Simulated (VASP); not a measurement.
# BN (F-43m) in VASP: relaxation of cell and atoms with LDA

Aim: the relaxation of cell and atoms of BN with LDA.

Program: VASP 6.6.1. These are calculated values, not measurements. Logs are shortened: lines on timing, memory, paths and dates and some standing lists are left out, and cuts for length are marked.

## 1. The structure

It takes space group F-43m (No. 216, cubic). The conventional cell has a = 3.615 Å, b = 3.615 Å, c = 3.615 Å, α = 90.00°, β = 90.00°, γ = 90.00°. B (site symmetry -43m) is surrounded by 4 N at 1.57 Å. Around N (site symmetry -43m) lie 4 B at 1.57 Å.

The cell was built by a generator and needn't be a form met in nature.

## 2. Relaxation of cell and atoms, LDA

INCAR reads:

```
PREC = Accurate ; ENCUT = 600
EDIFF = 1E-6 ; ISMEAR = -1
SIGMA = 0.05 ; LREAL = False
LASPH = True ; NELM = 100
ALGO = Fast ; ISIF = 3
LWAVE = False ; LCHARG = False
GGA = CA ; IBRION = 2
NSW = 60 ; EDIFFG = -0.02
KPAR = 4
```

KPOINTS reads:

```
Automatic mesh
0
Gamma
  10 10 10
```

POSCAR reads:

```
BN
1.0
    0.0000000000      1.8075000000      1.8075000000
    1.8075000000      0.0000000000      1.8075000000
    1.8075000000      1.8075000000      0.0000000000
B N
1 1
Direct
    0.0000000000      0.0000000000      0.0000000000
    0.2500000000      0.2500000000      0.2500000000
```

Potentials or basis: VASP PAW LDA potentials, release 64 (B, N).

Launch:

```
$ cat potpaw_LDA.64/B/POTCAR potpaw_LDA.64/N/POTCAR > POTCAR
$ mpirun -np 4 vasp_std > vasp.out
```

OUTCAR:

```text
PREC = Accurate
   ENCUT = 600
   EDIFF = 1E-6
   ISMEAR = -1
   LREAL = False
   LASPH = True
   NELM = 100
   ISIF = 3
   GGA = CA
   IBRION = 2
   NSW = 60
   EDIFFG = -0.02

 ion  position               nearest neighbor table
   1  0.000  0.000  0.000-   2 1.57   2 1.57   2 1.57   2 1.57
   2  0.250  0.250  0.250-   1 1.57   1 1.57   1 1.57   1 1.57

  LATTYP: Found a face centered cubic cell.
 ALAT       =     3.6150000000

  Lattice vectors:

 A1 = (   0.0000000000,   1.8075000000,   1.8075000000)
 A2 = (   1.8075000000,   0.0000000000,   1.8075000000)
 A3 = (   1.8075000000,   1.8075000000,   0.0000000000)

Analysis of symmetry for initial positions (statically):
=====================================================================
 Subroutine PRICEL returns:
 Original cell was already a primitive cell.

 Routine SETGRP: Setting up the symmetry group for a
 face centered cubic supercell.

 Subroutine GETGRP returns: Found 24 space group operations
 (whereof 24 operations were pure point group operations)
 out of a pool of 48 trial point group operations.

The static configuration has the point symmetry T_d .

Analysis of symmetry for dynamics (positions and initial velocities):
=====================================================================
 Subroutine PRICEL returns:
 Original cell was already a primitive cell.

 Routine SETGRP: Setting up the symmetry group for a
 face centered cubic supercell.

 Subroutine GETGRP returns: Found 24 space group operations
 (whereof 24 operations were pure point group operations)
 out of a pool of 48 trial point group operations.

The dynamic configuration has the point symmetry T_d .

 Subroutine INISYM returns: Found 24 space group operations
 (whereof 24 operations are pure point group operations),
 and found     1 'primitive' translations

----------------------------------------------------------------------------------------

                                     Primitive cell

  volume of cell :      11.8104

  direct lattice vectors                    reciprocal lattice vectors
     0.000000000  1.807500000  1.807500000    -0.276625173  0.276625173  0.276625173
     1.807500000  0.000000000  1.807500000     0.276625173 -0.276625173  0.276625173
     1.807500000  1.807500000  0.000000000     0.276625173  0.276625173 -0.276625173

  length of vectors
     2.556191014  2.556191014  2.556191014     0.479128854  0.479128854  0.479128854

  position of ions in fractional coordinates (direct lattice)
     0.000000000  0.000000000  0.000000000
[... 97 lines left out ...]
     AMIX     =   0.40;   BMIX     =  1.00
     AMIX_MAG =   1.60;   BMIX_MAG =  1.00
  volume/ion in A,a.u.               =       5.91        39.85
  Fermi-wavevector in a.u.,A,eV,Ry     =   1.437749  2.716952 28.124920  2.067123
  Thomas-Fermi vector in A             =   2.556793
   LORBIT       =      0    0 simple, 1 ext, 2 COOP (PROOUT), +10 PAW based schemes
   GGA     = CA    functional components
   LHFCALC =     F    Hartree Fock is set to
   AEXX    =    0.0000 exact exchange contribution
   IVDW    =     0    specifies the selected vdW correction
   LEPSILON=     F    determine dielectric tensor
   LRPA    =     F    only Hartree local field effects (RPA)
 conjugate gradient relaxation of ions
 non-spin polarized calculation
 RMM-DIIS sequential band-by-band and
  energy-cutoff  :      600.00
  volume of cell :       11.81
 maximum number of plane-waves:       411
   NGX = 11   NGY = 11   NGZ = 11

--------------------------------------- Ionic step        1  -------------------------------------------

 number of electron       8.0000000 magnetization

 Free energy of the ion-electron system (eV)
  ---------------------------------------------------
  ext. energy  EPLUGINS =         0.00000000
  ---------------------------------------------------
  free energy    TOTEN  =       -19.40689615 eV

  energy without entropy =      -19.40689615  energy(sigma->0) =      -19.40689615

------------------------ aborting loop because EDIFF is reached ----------------------------------------

  FORCE on cell =-STRESS in cart. coord.  units (eV):
  Direction    XX          YY          ZZ          XY          YZ          ZX
  --------------------------------------------------------------------------------------
  -------------------------------------------------------------------------------------
  Total       -0.7621372     -0.7621372     -0.7621372      0.0000000      0.0000000      0.0000000
  in kB     -103.3900653   -103.3900653   -103.3900653      0.0000000      0.0000000      0.0000000
  external PRESSURE =    -103.3900653 kB  Pullay stress =       0.0000000 kB
[... 59 lines left out ...]
--------------------------------------- Ionic step        3  -------------------------------------------

 number of electron       7.9999999 magnetization

 Free energy of the ion-electron system (eV)
  ---------------------------------------------------
  ext. energy  EPLUGINS =         0.00000000
  ---------------------------------------------------
  free energy    TOTEN  =       -19.41725717 eV

  energy without entropy =      -19.41725717  energy(sigma->0) =      -19.41725717

 E-fermi :   8.7119     XC(G=0): -13.2343

 val. band max:        7.7273112857   @ k =   0.0000   0.0000   0.0000
 cond. band min:      12.1029800724   @ k =   0.5000   0.5000   0.0000
 fundamental gap:      4.3756687867
 Fermi energy:         8.7118729603

 k-point     1 :       0.0000    0.0000    0.0000
  band No.  band energies     occupation
      1     -12.6488      2.00000
      2       7.7273      2.00000
      3       7.7273      2.00000
      4       7.7273      2.00000
      5      16.5377      0.00000
      6      16.5377      0.00000
      7      16.5377      0.00000
      8      18.6073      0.00000
[... 243 lines left out ...]
 k-point    24 :       0.4000    0.3000    0.0000
  band No.  band energies     occupation
      1      -8.7504      2.00000
      2       0.9078      2.00000
      3       3.0831      2.00000
      4       3.5215      2.00000
      5      13.7946      0.00000
      6      18.4382      0.00000
      7      23.4018      0.00000
      8      23.4464      0.00000

 [... further k-points ...]

------------------------ aborting loop because EDIFF is reached ----------------------------------------

  FORCE on cell =-STRESS in cart. coord.  units (eV):
  Direction    XX          YY          ZZ          XY          YZ          ZX
  --------------------------------------------------------------------------------------
  -------------------------------------------------------------------------------------
  Total       -0.0040543     -0.0040543     -0.0040543      0.0000000      0.0000000      0.0000000
  in kB       -0.5649676     -0.5649676     -0.5649676      0.0000000      0.0000000      0.0000000
  external PRESSURE =      -0.5649676 kB  Pullay stress =       0.0000000 kB
[... 17 lines left out ...]
  FREE ENERGIE OF THE ION-ELECTRON SYSTEM (eV)
  ---------------------------------------------------
  free  energy   TOTEN  =       -19.4172571654 eV

  energy  without entropy=      -19.4172571654  energy(sigma->0) =      -19.41725717

 reached required accuracy - stopping structural energy minimisation
```

OSZICAR:

```text
N       E                     dE             d eps       ncg     rms          rms(c)
DAV:   1     0.873202930190E+01    0.87320E+01   -0.58345E+03   800   0.111E+03
DAV:   2    -0.203957065947E+02   -0.29128E+02   -0.27545E+02  1096   0.162E+02
DAV:   3    -0.205369048477E+02   -0.14120E+00   -0.14120E+00   872   0.142E+01
DAV:   4    -0.205369971227E+02   -0.92275E-04   -0.92275E-04  1000   0.396E-01
[... 24 lines left out ...]
RMM:   4    -0.194172839782E+02    0.22928E-03   -0.26179E-04   752   0.175E-01    0.359E-02
RMM:   5    -0.194172581410E+02    0.25837E-04   -0.73095E-05   752   0.875E-02    0.215E-02
RMM:   6    -0.194172621472E+02   -0.40061E-05   -0.93456E-06   745   0.324E-02    0.159E-02
RMM:   7    -0.194172571126E+02    0.50346E-05   -0.82088E-06   745   0.262E-02    0.379E-03
RMM:   8    -0.194172571654E+02   -0.52795E-07   -0.45913E-07   499   0.728E-03
   3 F= -.19417257E+02 E0= -.19417257E+02  d E =-.103610E-01
```

CONTCAR:

```text
BN
   1.00000000000000
    -0.0000000000000000    1.7913945143361467    1.7913945143361467
     1.7913945143361467    0.0000000000000000    1.7913945143361467
     1.7913945143361467    1.7913945143361467    0.0000000000000000
  B               N
     1     1
Direct
     0.0000000000000000    0.0000000000000000    0.0000000000000000
     0.2500000000000000    0.2500000000000000    0.2500000000000000

  0.00000000E+00  0.00000000E+00  0.00000000E+00
  0.00000000E+00  0.00000000E+00  0.00000000E+00
```

Wall time 3.5 s (4 MPI ranks of Intel Xeon Platinum 8488C (Sapphire Rapids), shared host); peak memory 0.12 GiB.

What came out:

- Free energy: -19.4173 eV
- Relaxed volume: 5.75 Å³/atom
- Relaxed cell: a = 2.533 Å, b = 2.533 Å, c = 2.533 Å, α = 60.00°, β = 60.00°, γ = 60.00°
- Space group after relaxing (to 0.05 Å): F-43m (No. 216)
- Energy gained by relaxing: 5.2 meV/atom
- Ionic steps: 3
- Pressure after relaxing: -0.1 GPa
- Band gap on the k mesh: 4.38 eV, indirect (least direct gap 8.81 eV)

Step by step:
| step | energy change (eV) | largest force (eV/Å) | pressure (GPa) | volume (Å³) |
| --- | --- | --- | --- | --- |
| 1 | 0.0000 | 0.0000 | -10.34 | 11.81 |
| 2 | 0.0017 | 0.0000 | 12.11 | 11.17 |
| 3 | -0.0104 | 0.0000 | -0.06 | 11.50 |

Final structure:
```
B N
1.0
     0.00000    1.79139    1.79139
     1.79139    0.00000    1.79139
     1.79139    1.79139    0.00000
B N
1 1
Direct
  0.00000 0.00000 0.00000
  0.25000 0.25000 0.25000
```
